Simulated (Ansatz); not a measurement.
# TiO2 (P2_1/c) in Ansatz: further runs, part 2 of 2

Ansatz 0.2.0. The steps go on from the part before.

## Step 3: Single point, PBE

Contents of input.yaml:

```yaml
crystal:
  lattice:
    - [4.8126997814, 0.0, 0.0]
    - [0.0, 4.87188446, 0.0]
    - [-0.8628854487, 0.0, 4.9665942755]
  atoms:
    - { symbol: Ti, position: [0.27743526, 0.05280836, 0.21314827] }
    - { symbol: Ti, position: [0.72256474, 0.55280836, 0.28685173] }
    - { symbol: Ti, position: [0.72256474, 0.94719164, 0.78685173] }
    - { symbol: Ti, position: [0.27743526, 0.44719164, 0.71314827] }
    - { symbol: O, position: [0.06383822, 0.17696552, 0.85155674] }
    - { symbol: O, position: [0.93616178, 0.67696552, 0.64844326] }
    - { symbol: O, position: [0.93616178, 0.82303448, 0.14844326] }
    - { symbol: O, position: [0.06383822, 0.32303448, 0.35155674] }
    - { symbol: O, position: [0.44536099, 0.75763174, 0.46677186] }
    - { symbol: O, position: [0.55463901, 0.25763174, 0.03322814] }
    - { symbol: O, position: [0.55463901, 0.24236826, 0.53322814] }
    - { symbol: O, position: [0.44536099, 0.74236826, 0.96677186] }
hamiltonian:
  xc: pbe
  pseudopotentials: { kind: paw }
kpoints:
  mp_grid: { grid: [10, 10, 10] }
scf:
  occupations: { method: fermi_dirac, width: 0.05 }
output:
  forces: true
  stress: true
  eigenvalues: true
```

Potentials or basis: Ansatz PAW.

Command:

```
ansatz run input.yaml --threads 4 --pin off --max-ram 11264MiB --backend cpu --events-out ev --progress --plain --runs-dir out
```

The log of the run:

```text
Warning: RAYON_NUM_THREADS=4 ignored (pool sized by the plan → 4); use --threads N
Engine: ansatz 0.2.0, aarch64-unknown-linux-gnu
Pseudopotentials: kind: paw
Pseudopotential: Ti, paw, valence charge 12, recommended cutoff 420 eV (normal), Ti.paw.azcp
Pseudopotential: O, paw, valence charge 6, recommended cutoff 420 eV (normal), O.paw.azcp
Functional definition: PBE
  parameter kappa = 0.804
  parameter beta = 0.06672455060314922
  exchange = pbe_x(kappa = kappa, mu = beta*pi^2/3)
  correlation = pbe_c(beta = beta)
Crystal: 12 atoms, lattice volume = 116.451 Å³
Basis set: ecut = 420 eV, 2283 PW (Γ), exchange–correlation on 72×72×72 points (8 copies of the dense FFT grid, shifted against one another)
Bands: 60, of which v1, the nominal top of the filled ones, is band 48 counted from 1 (47 counted from 0)
Symmetry: 4 space group operations
Space group: P21/c (ITA 14), of the structure as read, at distance tolerance 4.9e-5 Å
k-points: 312 of 1000
Non-local potential: Ti, projectors of the file, l = 0: 3, l = 1: 2, l = 2: 3, l = 3: 1
Non-local potential: O, projectors of the file, l = 0: 2, l = 1: 2, l = 2: 1
PAW form: soft (Blöchl's): semilocal exchange-correlation on the pseudo side does not see the compensation charge
PAW one-centre angular grid: Ti, 590 points (default); XC on 64 Gauss nodes
PAW one-centre angular grid: O, 110 points (default); XC on 64 Gauss nodes
Initial density: superposition of atomic densities (neutral atoms: chi_scale 0, normalization atom), corrected by the library's trained network
Initial wavefunctions: pseudopotential atomic-orbital guess
Functional: x = pbe(κ = 0.804, μ = 0.2195149727645171), c = pbe(β = 0.06672455060314922)
SCF iter   1: F=—  HF=-14554.193319 eV  |F-HF|=—  |Δ(HF+E_count)|=         —  Δρ=8.02e-3  dr2=6.97e-2  ethr=1.77e-3  ⟨swp⟩=5.3  Hψ=71570  notcnv=0
preconditioner: auto → Resta (q_TF=auto, 2.642 Å⁻¹)  ε∞=8.9  [insulator: Δε(μ)=2.219 eV  Ē_g=9.781 eV  σ=0.050 eV  W_gap=1.00  n_scr=30 (ndim 8)  ℏωp=27.5 eV  f_vac=0.024  D(μ)=0.00/eV (n_scr^D=0)  ε∞_Penn≈8.9]
SCF iter   2: F=—  HF=-14554.188815 eV  |F-HF|=—  |Δ(HF+E_count)|=   4.50e-3  Δρ=4.74e-3  dr2=1.64e-2  ethr=7.26e-5  ⟨swp⟩=2.2  Hψ=31240  notcnv=0  defer=1370
SCF iter   3: F=—  HF=-14554.187333 eV  |F-HF|=—  |Δ(HF+E_count)|=   1.48e-3  Δρ=2.00e-3  dr2=1.74e-3  ethr=1.71e-5  ⟨swp⟩=2.0  Hψ=27186  notcnv=0  defer=1058
automatic band count: iteration 3 solves 59 bands in place of 60: the levels show a gap, and the empty bands left out lie too high to hold charge; the band table lists the bands solved (type scf.n_extra_bands for more)
SCF iter   4: F=—  HF=-14554.188643 eV  |F-HF|=—  |Δ(HF+E_count)|=   1.31e-3  Δρ=7.35e-4  dr2=7.43e-4  ethr=1.81e-6  ⟨swp⟩=2.0  Hψ=24773  notcnv=0  defer=1058
SCF iter   5: F=—  HF=-14554.188605 eV  |F-HF|=—  |Δ(HF+E_count)|=   3.83e-5  Δρ=1.65e-4  dr2=3.55e-5  ethr=7.74e-7  ⟨swp⟩=2.0  Hψ=24097  notcnv=0  defer=1058
SCF iter   6: F=—  HF=-14554.188613 eV  |F-HF|=—  |Δ(HF+E_count)|=   8.03e-6  Δρ=5.74e-5  dr2=4.87e-6  ethr=3.69e-8  ⟨swp⟩=2.4  Hψ=28268  notcnv=0  defer=1058
SCF iter   7: F=—  HF=-14554.188613 eV  |F-HF|=—  |Δ(HF+E_count)|=   2.54e-7  Δρ=1.39e-5  dr2=2.05e-7  ethr=5.07e-9  ⟨swp⟩=2.0  Hψ=24596  notcnv=0  defer=1058
SCF iter   8: F=-14554.188613 eV  HF=-14554.188613 eV  |F-HF|=2.88e-9  |Δ(HF+E_count)|=   1.83e-7  Δρ=4.65e-6  dr2=2.34e-8  ethr=1.04e-10  ⟨swp⟩=8.7  Hψ=67831  notcnv=0
SCF 1 converged in 8 iterations: F = -14554.188613 eV  dr2 = 2.34e-8
SCF converged after 8 iterations
Free energy (F): -14554.188613 eV
Harris-Foulkes:  -14554.188613 eV  (|F-HF|=2.88e-9)
Internal energy: -14554.188613 eV  (E = F + TS)
E sigma→0 (E₀):  -14554.188613 eV
Fermi energy:    11.402862 eV
--- Per-component energies (eV) ---
  E_band       = -662.905692
  E_kinetic    = 2498.487641
  E_local      = -5705.390599  (includes V_loc(G=0)·N_el)
  E_nonlocal   = 394.967314
  E_hartree    = 2176.246749
  E_xc         = -987.361244
  E_vxc        = -1250.871971  (∫ρ·V_xc dr)
  E_paw        = -5444.633442  (= ΣΔE_a)
  E_vpaw       = -952.608287  (= ΣTr[D̂ρ^β])
  E_aug_tail   = 0.020301  (compensation charges beyond the density's cutoff)
  E_ewald      = -7486.525333
  E_smearing   = -0.000000  (= −TS)
  E_closure    = 0.000000  (closes the sum)
  Σ components = -14554.188613   (vs F -14554.188613, Δ=0.00e0)
--- Forces (eV/Å), atoms counted from 1 ---
  atom   1  Ti    -0.00395361     0.08993314     0.08248098
  atom   2  Ti     0.00395361     0.08993314    -0.08248098
  atom   3  Ti     0.00395361    -0.08993314    -0.08248098
  atom   4  Ti    -0.00395361    -0.08993314     0.08248098
  atom   5  O     -0.00098852     0.03412673    -0.07306843
  atom   6  O      0.00098852     0.03412673     0.07306843
  atom   7  O      0.00098852    -0.03412673     0.07306843
  atom   8  O     -0.00098852    -0.03412673    -0.07306843
  atom   9  O     -0.03100972     0.02040105    -0.01723847
  atom  10  O      0.03100972     0.02040105     0.01723847
  atom  11  O      0.03100972    -0.02040105     0.01723847
  atom  12  O     -0.03100972    -0.02040105    -0.01723847
  max |Σ_I F_I| component: 1.73e-17 eV/Å
--- Stress (GPa, compression-positive) ---
        3.970792       0.000000       0.005167
        0.000000       4.101141      -0.000000
        0.005168      -0.000000       4.228695
  P = ⅓ Tr σ = 4.1002 GPa (41.002 kbar)
--- Band table (eV; the first three rows and the last of 312) ---
  k-point 0: bands = ["-46.3665", "-46.3301", "-46.3291", "-46.3272", "-22.8056", "-22.7792", "-22.7522", "-22.6781", "-22.6189", "-22.5790", "-22.5656", "-22.5466", "-22.5369", "-22.5249", "-22.4762", "-22.4510", "-8.3157", "-6.6819", "-6.5964", "-6.3327", "-6.2736", "-6.2700", "-6.2358", "-6.0002", "4.5307", "4.5467", "5.1671", "5.3002", "5.3057", "5.4967", "6.1546", "6.7242", "6.7427", "6.8985", "7.0619", "7.2627", "7.8093", "8.1639", "8.1987", "8.2699", "8.4911", "8.9920", "9.0146", "9.1722", "9.6013", "9.7032", "10.2469", "10.2561", "12.7061", "12.8040", "13.1742", "13.2777", "13.4495", "13.5640", "13.8036", "14.0604", "14.1947", "14.4354", "14.8629"]
  k-point 1: bands = ["-46.3656", "-46.3301", "-46.3300", "-46.3272", "-22.8014", "-22.7728", "-22.7513", "-22.6828", "-22.6143", "-22.5892", "-22.5656", "-22.5500", "-22.5320", "-22.5213", "-22.4770", "-22.4573", "-8.2806", "-6.7259", "-6.5854", "-6.3456", "-6.2904", "-6.2516", "-6.2361", "-6.0047", "4.5505", "4.5911", "5.2260", "5.3090", "5.3694", "5.5126", "6.1367", "6.6859", "6.7933", "6.7949", "7.1088", "7.3122", "7.7898", "7.9856", "8.2929", "8.3501", "8.4400", "8.9483", "9.0315", "9.0951", "9.6072", "9.6172", "10.1945", "10.2263", "12.7054", "12.8296", "13.1555", "13.2749", "13.4705", "13.5841", "13.8312", "14.0726", "14.2025", "14.3568", "14.8623"]
  k-point 2: bands = ["-46.3630", "-46.3329", "-46.3298", "-46.3273", "-22.7888", "-22.7546", "-22.7487", "-22.6929", "-22.6160", "-22.5996", "-22.5709", "-22.5512", "-22.5251", "-22.5157", "-22.4794", "-22.4742", "-8.1777", "-6.8569", "-6.5540", "-6.3671", "-6.3056", "-6.2416", "-6.2303", "-6.0229", "4.6133", "4.7199", "5.3116", "5.3371", "5.5781", "5.6085", "6.0803", "6.5849", "6.5973", "6.9115", "7.1985", "7.3771", "7.7836", "7.8326", "8.1972", "8.3800", "8.4814", "8.7924", "8.8958", "9.1145", "9.3936", "9.6294", "10.0422", "10.1420", "12.7159", "12.8977", "13.1248", "13.2373", "13.5292", "13.6264", "13.9026", "14.0918", "14.2331", "14.2356", "14.8634"]
  k-point 311: bands = ["-46.3429", "-46.3429", "-46.3335", "-46.3335", "-22.7773", "-22.7773", "-22.7761", "-22.7761", "-22.5926", "-22.5926", "-22.5166", "-22.5166", "-22.5129", "-22.5129", "-22.4877", "-22.4877", "-7.1938", "-7.1938", "-6.7969", "-6.7969", "-6.3099", "-6.3099", "-6.2019", "-6.2019", "5.5873", "5.5873", "5.6812", "5.6812", "5.9484", "5.9484", "6.3604", "6.3604", "7.0776", "7.0776", "7.2228", "7.2228", "7.6369", "7.6369", "7.7632", "7.7632", "8.2829", "8.2829", "8.8488", "8.8488", "9.0838", "9.0838", "9.3432", "9.3432", "12.8187", "12.8187", "13.1554", "13.1554", "13.5589", "13.5589", "13.6801", "13.6801", "14.1293", "14.1293", "14.3140"]
```

Wall time 38 s (4 threads of Arm Neoverse V1, shared host); peak memory 1.6 GiB.

Results:

| Quantity | Value |
| --- | --- |
| Free energy | -14554.1886 eV |
| Pressure | 4.1 GPa |
| Largest force | 0.122 eV/Å |
| Band gap on the k mesh | 2.30 eV, indirect (least direct gap 2.35 eV) |

Forces on the atoms (eV/Å):
```
Ti  -0.004  0.090  0.082
Ti   0.004  0.090 -0.082
Ti   0.004 -0.090 -0.082
Ti  -0.004 -0.090  0.082
O   -0.001  0.034 -0.073
O    0.001  0.034  0.073
O    0.001 -0.034  0.073
O   -0.001 -0.034 -0.073
O   -0.031  0.020 -0.017
O    0.031  0.020  0.017
O    0.031 -0.020  0.017
O   -0.031 -0.020 -0.017
```

Levels at points of the mesh, in eV from the valence-band top:
```csv
k point,band 44,band 45,band 46,band 47,band 48,band 49,band 50,band 51,band 52,band 53
"(0.00, 0.00, 0.00)",-1.08,-0.65,-0.55,-0.01,0.00,2.45,2.55,2.92,3.02,3.19
"(0.00, 0.00, -0.50)",-1.28,-1.07,-1.07,-0.41,-0.41,2.65,2.65,2.86,2.86,3.43
"(0.00, -0.50, 0.00)",-1.28,-0.93,-0.93,-0.37,-0.37,2.84,2.84,3.17,3.17,3.27
"(0.00, -0.50, -0.50)",-1.14,-1.11,-1.11,-0.83,-0.83,2.68,2.68,2.80,2.80,3.38
"(-0.50, 0.00, 0.00)",-0.87,-0.83,-0.72,-0.50,-0.07,2.30,2.87,2.87,3.01,3.42
"(-0.50, 0.00, -0.50)",-1.34,-1.07,-1.07,-0.63,-0.63,2.37,2.37,3.27,3.27,3.37
"(-0.50, -0.50, 0.00)",-1.65,-0.96,-0.96,-0.74,-0.74,2.71,2.71,2.96,2.96,3.23
"(-0.50, -0.50, -0.50)",-1.41,-1.17,-1.17,-0.91,-0.91,2.56,2.56,2.90,2.90,3.30
```

Caveat: the pressure holds a Pulay correction of +0.8 GPa for the finite cutoff. PBE gaps usually lie below the measured ones, often by a third to a half.
